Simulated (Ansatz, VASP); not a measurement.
GaN in VASP and in Ansatz

```
Ga N
1.0
     3.18000    0.00000    0.00000
    -1.59000    2.75396    0.00000
     0.00000    0.00000    5.16600
Ga N
2 2
Cartesian
  1.5900 0.9180 2.5830
  0.0000 1.8360 0.0000
  1.5900 0.9180 4.5203
  0.0000 1.8360 1.9373
```

Alike in both runs: task single point; functional PBEsol; k mesh 10 × 10 × 5; occupations fermi-dirac, width 0.05 eV; no spin polarisation.

|  | VASP | Ansatz |
| --- | --- | --- |
| version | VASP 6.6.1 | Ansatz 0.2.0 |
| potentials or method | VASP PAW PBE potentials, release 64 (Ga_d, N) | Ansatz PAW |
| plane-wave cutoff (eV) | 520 | 420 |
| valence electrons in the cell | 36 | 36 |

|  | VASP | Ansatz | Ansatz less VASP |
| --- | --- | --- | --- |
| gap on the k mesh at the Fermi level (eV) | 1.93 | 1.91 | -0.019 |
| least direct gap on the mesh (eV) | 1.93 | 1.91 | -0.019 |
| pressure (GPa) | 0.8 | 1.0 | +0.21 |
| largest component of the traceless stress (GPa) | 1.41 | 1.40 | -0.012 |
| rms of the force components (eV/Å) | 0.076 | 0.077 | +0.0012 |

Atom by atom the forces differ by 0.001 eV/Å (rms over components).

Caveats: the PAW data sets were made with another functional, which shifts forces and pressure a little (VASP); odd divisions of the mesh miss points on the zone boundary, where band edges often lie, so the gap on the mesh can be too wide (Ansatz); the pressure holds a Pulay correction of +0.5 GPa for the finite cutoff (Ansatz); the PAW data sets come from PBE, with cores solved anew for the run's functional, which leaves a small shift of forces and pressure (Ansatz). Expect the measured gap to be larger: semilocal functionals such as PBEsol lack the derivative discontinuity.
